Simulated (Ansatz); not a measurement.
# TiC (Fm-3m) in Ansatz: convergence with smearing width

Aim: find how far smearing width must go before the results for TiC settle, at r2SCAN. This setting moves, with any that are tied to it; all else stays.

Everything below comes from runs of Ansatz 0.2.0. Logs are shortened: lines on timing, memory, paths and dates and some standing lists are left out, and cuts for length are marked.

## 1. The structure

Symmetry: Fm-3m, No. 225, cubic system. The conventional cell has a = 4.331 Å, b = 4.331 Å, c = 4.331 Å, α = 90.00°, β = 90.00°, γ = 90.00°. Around Ti (site symmetry m-3m) lie 6 C at 2.17 Å. C (site symmetry m-3m) has 6 Ti at 2.17 Å as nearest neighbours.

The cell is a database's computed one.

## 2. With smearing width 0.3 eV

Contents of input.yaml:

```yaml
crystal:
  lattice:
    - [0.0, 2.1657188437, 2.1657188437]
    - [2.1657188437, 0.0, 2.1657188437]
    - [2.1657188437, 2.1657188437, 0.0]
  atoms:
    - { symbol: Ti, position: [0.0, 0.0, 0.0] }
    - { symbol: C, position: [0.5, 0.5, 0.5] }
hamiltonian:
  xc: r2scan
  pseudopotentials: { kind: paw }
kpoints:
  mp_grid: { grid: [9, 9, 9] }
scf:
  occupations: { method: gaussian, width: 0.3 }
output:
  forces: true
  stress: true
  eigenvalues: true
```

Potentials or basis: Ansatz PAW.

Run with:

```
> ansatz run input.yaml --threads 2 --pin off --max-ram 5632MiB --backend cpu --events-out ev --progress --plain --runs-dir out
```

Wall time 0.62 s (2 threads of Intel Xeon 6975P-C (Granite Rapids), shared host); peak memory 0.37 GiB.

Results:

| Property | Result |
| --- | --- |
| Free energy | -2758.0196 eV |
| Pressure | -0.6 GPa |
| Band gap on the k mesh | none (metal or under the smearing width) |

## 3. With smearing width 0.2 eV

Edit input.yaml of step 2 so:

```diff
@@ -14,3 +14,3 @@
 scf:
-  occupations: { method: gaussian, width: 0.3 }
+  occupations: { method: gaussian, width: 0.2 }
 output:
```

Potentials or basis: Ansatz PAW.

Run with:

```
> ansatz run input.yaml --threads 2 --pin off --max-ram 5632MiB --backend cpu --events-out ev --progress --plain --runs-dir out
```

It took 0.8 s on 2 threads of Intel Xeon 6975P-C (Granite Rapids), shared host; peak memory 0.36 GiB.

What came out:

```
Free energy            : -2758.0167 eV
Pressure               : -0.6 GPa
Band gap on the k mesh : none (metal or under the smearing width)
```

## 4. With smearing width 0.15 eV

Edit input.yaml of step 3 so:

```diff
@@ -14,3 +14,3 @@
 scf:
-  occupations: { method: gaussian, width: 0.2 }
+  occupations: { method: gaussian, width: 0.15 }
 output:
```

Run with:

```
> ansatz run input.yaml --threads 2 --pin off --max-ram 5632MiB --backend cpu --events-out ev --progress --plain --runs-dir out
```

Run time: 0.69 s. Hardware: 2 threads of Intel Xeon 6975P-C (Granite Rapids), shared host; peak memory 0.36 GiB.

What came out:

```
Free energy            : -2758.0157 eV
Pressure               : -0.6 GPa
Band gap on the k mesh : none (metal or under the smearing width)
```

## 5. With smearing width 0.1 eV

Edit input.yaml of step 4 so:

```diff
@@ -14,3 +14,3 @@
 scf:
-  occupations: { method: gaussian, width: 0.15 }
+  occupations: { method: gaussian, width: 0.1 }
 output:
```

Run with:

```
> ansatz run input.yaml --threads 2 --pin off --max-ram 5632MiB --backend cpu --events-out ev --progress --plain --runs-dir out
```

Run time: 0.67 s. Hardware: 2 threads of Intel Xeon 6975P-C (Granite Rapids), shared host; peak memory 0.37 GiB.

What came out:

```
Free energy            : -2758.0151 eV
Pressure               : -0.6 GPa
Band gap on the k mesh : none (metal or under the smearing width)
```

## 6. With smearing width 0.05 eV

Edit input.yaml of step 5 so:

```diff
@@ -14,3 +14,3 @@
 scf:
-  occupations: { method: gaussian, width: 0.1 }
+  occupations: { method: gaussian, width: 0.05 }
 output:
```

Potentials or basis: Ansatz PAW.

Run with:

```
> ansatz run input.yaml --threads 2 --pin off --max-ram 5632MiB --backend cpu --events-out ev --progress --plain --runs-dir out
```

Wall time 0.74 s (2 threads of Intel Xeon 6975P-C (Granite Rapids), shared host); peak memory 0.37 GiB.

Results (log left out):

```yaml
Free_energy: -2758.0146 eV
Pressure: -0.6 GPa
Band_gap_on_the_k_mesh: none (metal or under the smearing width)
```

## 7. With smearing width 0.025 eV

Edit input.yaml of step 6 so:

```diff
@@ -14,3 +14,3 @@
 scf:
-  occupations: { method: gaussian, width: 0.05 }
+  occupations: { method: gaussian, width: 0.025 }
 output:
```

Run with:

```
> ansatz run input.yaml --threads 2 --pin off --max-ram 5632MiB --backend cpu --events-out ev --progress --plain --runs-dir out
```

Run time: 0.71 s. Hardware: 2 threads of Intel Xeon 6975P-C (Granite Rapids), shared host; peak memory 0.37 GiB.

Results (log left out):

| Quantity | Value |
| --- | --- |
| Free energy | -2758.0144 eV |
| Pressure | -0.6 GPa |
| Band gap on the k mesh | none (metal or under the smearing width) |

## 8. With smearing width 0.01 eV

Edit input.yaml of step 7 so:

```diff
@@ -14,3 +14,3 @@
 scf:
-  occupations: { method: gaussian, width: 0.025 }
+  occupations: { method: gaussian, width: 0.01 }
 output:
```

Run with:

```
> ansatz run input.yaml --threads 2 --pin off --max-ram 5632MiB --backend cpu --events-out ev --progress --plain --runs-dir out
```

Wall time 0.74 s (2 threads of Intel Xeon 6975P-C (Granite Rapids), shared host); peak memory 0.36 GiB.

It converged, with:

* Free energy: -2758.0143 eV
* Pressure: -0.6 GPa
* Band gap on the k mesh: none (metal or under the smearing width)

## 9. With smearing width 0.005 eV

Edit input.yaml of step 8 so:

```diff
@@ -14,3 +14,3 @@
 scf:
-  occupations: { method: gaussian, width: 0.01 }
+  occupations: { method: gaussian, width: 0.005 }
 output:
```

Potentials or basis: Ansatz PAW.

Run with:

```
> ansatz run input.yaml --threads 2 --pin off --max-ram 5632MiB --backend cpu --events-out ev --progress --plain --runs-dir out
```

Output:

```text
Warning: RAYON_NUM_THREADS=2 ignored (pool sized by the plan → 2); use --threads N
Engine: ansatz 0.2.0, x86_64-unknown-linux-gnu
Pseudopotentials: kind: paw
Pseudopotential: Ti, paw, valence charge 12, recommended cutoff 500 eV (meta_gga), Ti.paw.azcp
Pseudopotential: C, paw, valence charge 4, recommended cutoff 500 eV (meta_gga), C.paw.azcp
Functional definition: r2SCAN
  parameter k0 = 0.174
  parameter k1 = 0.065
  parameter a1 = 4.9479
  exchange = r2scan_x(k0 = k0, k1 = k1, a1 = a1)
  correlation = r2scan_c
Crystal: 2 atoms, lattice volume = 20.316 Å³
Basis set: ecut = 500 eV, 531 PW (Γ), exchange–correlation on 96×96×96 points (64 copies of the dense FFT grid, shifted against one another)
Bands: 12, of which v1, the nominal top of the filled ones, is band 8 counted from 1 (7 counted from 0)
Symmetry: 48 space group operations
Space group: Fm-3m (ITA 225), of the structure as read, at distance tolerance 2.7e-5 Å
k-points: 35 of 729
Non-local potential: Ti, projectors of the file, l = 0: 3, l = 1: 2, l = 2: 3, l = 3: 1
Non-local potential: C, projectors of the file, l = 0: 2, l = 1: 2, l = 2: 1
PAW form: soft (Blöchl's): semilocal exchange-correlation on the pseudo side does not see the compensation charge
PAW frozen core: Ti, regenerated for the run's functional (the file was generated under x = pbe(κ = 0.804, μ = 0.2195149727645171), c = pbe(β = 0.06672455060314922))
PAW frozen core: C, regenerated for the run's functional (the file was generated under x = pbe(κ = 0.804, μ = 0.2195149727645171), c = pbe(β = 0.06672455060314922))
PAW one-centre angular grid: Ti, 590 points (default); XC on 160 Gauss nodes
PAW one-centre angular grid: C, 302 points (default); XC on 239 of its mesh's 2573 points in the sphere
Initial density: superposition of atomic densities (neutral atoms: chi_scale 0, normalization atom), corrected by the library's trained network
Initial wavefunctions: pseudopotential atomic-orbital guess
Functional: x = r2scan, c = r2scan; τ floored in thin density (d = 2e-4 eV/Å³)
SCF iter   1: F=—  HF=-2757.960516 eV  |F-HF|=—  |Δ(HF+E_count)|=         —  Δρ=1.87e-2  dr2=7.68e-2  dr2_τ=1.39e-1  ethr=1.77e-3  ⟨swp⟩=5.1  Hψ=2071  notcnv=0
preconditioner: auto → none  [insulator: Δε(μ)=0.253 eV  Ē_g=8.577 eV  σ=0.005 eV  W_gap=0.81  n_scr=8 (ndim 8)  ℏωp=23.3 eV  f_vac=0.000  D(μ)=3.34/eV (n_scr^D=58)  ε∞_Penn≈8.4]
SCF iter   2: F=—  HF=-2758.029316 eV  |F-HF|=—  |Δ(HF+E_count)|=   6.88e-2  Δρ=1.96e-2  dr2=8.64e-2  dr2_τ=9.52e-3  ethr=4.80e-4  ⟨swp⟩=2.3  Hψ=1014  notcnv=0  defer=4
SCF iter   3: F=—  HF=-2758.013173 eV  |F-HF|=—  |Δ(HF+E_count)|=   1.61e-2  Δρ=4.97e-3  dr2=2.66e-3  dr2_τ=1.83e-4  ethr=4.80e-4  ⟨swp⟩=2.3  Hψ=669  notcnv=0  defer=4
SCF iter   4: F=—  HF=-2758.014522 eV  |F-HF|=—  |Δ(HF+E_count)|=   1.35e-3  Δρ=2.27e-3  dr2=1.30e-3  dr2_τ=1.48e-4  ethr=1.66e-5  ⟨swp⟩=2.0  Hψ=700  notcnv=0  defer=4
SCF iter   5: F=—  HF=-2758.014284 eV  |F-HF|=—  |Δ(HF+E_count)|=   2.37e-4  Δρ=1.06e-3  dr2=3.04e-4  dr2_τ=9.16e-6  ethr=8.09e-6  ⟨swp⟩=2.0  Hψ=556  notcnv=0  defer=4
SCF iter   6: F=—  HF=-2758.014240 eV  |F-HF|=—  |Δ(HF+E_count)|=   4.40e-5  Δρ=2.27e-4  dr2=1.40e-5  dr2_τ=3.03e-7  ethr=1.90e-6  ⟨swp⟩=2.2  Hψ=667  notcnv=0  defer=4
SCF iter   7: F=—  HF=-2758.014239 eV  |F-HF|=—  |Δ(HF+E_count)|=   1.86e-6  Δρ=8.35e-5  dr2=1.83e-6  dr2_τ=8.72e-8  ethr=8.76e-8  ⟨swp⟩=1.9  Hψ=468  notcnv=0  defer=4
SCF iter   8: F=-2758.014238 eV  HF=-2758.014238 eV  |F-HF|=9.91e-10  |Δ(HF+E_count)|=   1.95e-7  Δρ=5.44e-6  dr2=6.62e-9  dr2_τ=2.10e-10  ethr=6.25e-10  ⟨swp⟩=3.1  Hψ=1547  notcnv=0
SCF 1 converged in 8 iterations: F = -2758.014238 eV  dr2 = 6.62e-9
SCF converged after 8 iterations
Free energy (F): -2758.014238 eV
Harris-Foulkes:  -2758.014238 eV  (|F-HF|=9.91e-10)
Internal energy: -2758.014197 eV  (E = F + TS)
E sigma→0 (E₀):  -2758.014217 eV
Entropy (-TS):   -0.000042 eV (-0.021 meV/atom)
Fermi energy:    14.593976 eV
--- Per-component energies (eV) ---
  E_band       = -125.952178
  E_kinetic    = 362.856010
  E_local      = -772.652899  (includes V_loc(G=0)·N_el)
  E_nonlocal   = 30.822287
  E_hartree    = 312.864035
  E_xc         = -142.351734
  E_vxc        = -200.793258  (∫ρ·V_xc dr)
  E_paw        = -1156.009835  (= ΣΔE_a)
  E_vpaw       = -184.392152  (= ΣTr[D̂ρ^β])
  E_aug_tail   = 0.000102  (compensation charges beyond the density's cutoff)
  E_vtau       = 12.479551  (kinetic-family band-sum trace: ∫τ·v_τ [+ j·A + Jᵃ·Aᵃ] dr)
  E_ewald      = -1393.263931
  E_core_change = -0.278231  (= ΣΔE_core)
  E_smearing   = -0.000042  (= −TS)
  E_closure    = 0.000000  (closes the sum)
  Σ components = -2758.014238   (vs F -2758.014238, Δ=0.00e0)
--- Forces (eV/Å), atoms counted from 1 ---
  atom   1  Ti    -0.00000000    -0.00000000    -0.00000000
  atom   2  C      0.00000000    -0.00000000    -0.00000000
  max |Σ_I F_I| component: 3.81e-30 eV/Å
--- Stress (GPa, compression-positive) ---
       -0.622898      -0.000000      -0.000000
        0.000000      -0.622898      -0.000000
       -0.000000      -0.000000      -0.622898
  P = ⅓ Tr σ = -0.6229 GPa (-6.229 kbar)
--- Band table (eV; the first three rows and the last of 35) ---
  k-point 0: bands = ["-44.2570", "-19.2228", "-19.2228", "-19.2228", "1.5089", "15.5931", "15.5931", "15.5931", "16.4252", "16.4252", "16.4252", "16.4794"]
  k-point 1: bands = ["-44.2483", "-19.2848", "-19.2283", "-19.2283", "1.7955", "14.3415", "14.5908", "14.5908", "15.9375", "15.9375", "17.0383", "18.3876"]
  k-point 2: bands = ["-44.2262", "-19.4392", "-19.2421", "-19.2421", "2.5983", "12.3758", "13.1883", "13.1883", "16.4955", "16.4955", "17.6162", "20.3611"]
  k-point 34: bands = ["-44.1593", "-19.5638", "-19.5002", "-19.3857", "4.4328", "10.9960", "11.5858", "12.0511", "17.3600", "17.9306", "18.5887", "19.8435"]
```

It took 0.78 s on 2 threads of Intel Xeon 6975P-C (Granite Rapids), shared host; peak memory 0.37 GiB.

What came out:

| Item | Value |
| --- | --- |
| Free energy | -2758.0142 eV |
| Pressure | -0.6 GPa |
| Band gap on the k mesh | none (metal or under the smearing width) |

## 10. Result

```tsv
smearing width	energy less the tightest run, at zero smearing (meV/atom)	SCF cycles	CPU time (s)	peak memory (GiB)
0.3 eV	0.20	6	1.1	0.37
0.2 eV	-0.14	8	1.4	0.36
0.15 eV	-0.20	8	1.1	0.36
0.1 eV	-0.20	8	1.1	0.37
0.05 eV	-0.09	8	1.3	0.37
0.025 eV	-0.04	8	1.2	0.37
0.01 eV	-0.01	8	1.2	0.36
0.005 eV	0.00	8	1.3	0.37
```

Against the tightest run, the energy stays within 1 meV/atom from 0.3 eV on. Narrower smearing needs a denser k mesh, so at a fixed mesh the narrowest width isn't the most accurate. The tightest run that finished is the yardstick and may itself not be fully converged.

Caveats: the PAW data sets come from PBE, with cores solved anew for the run's functional, which leaves a small shift of forces and pressure.
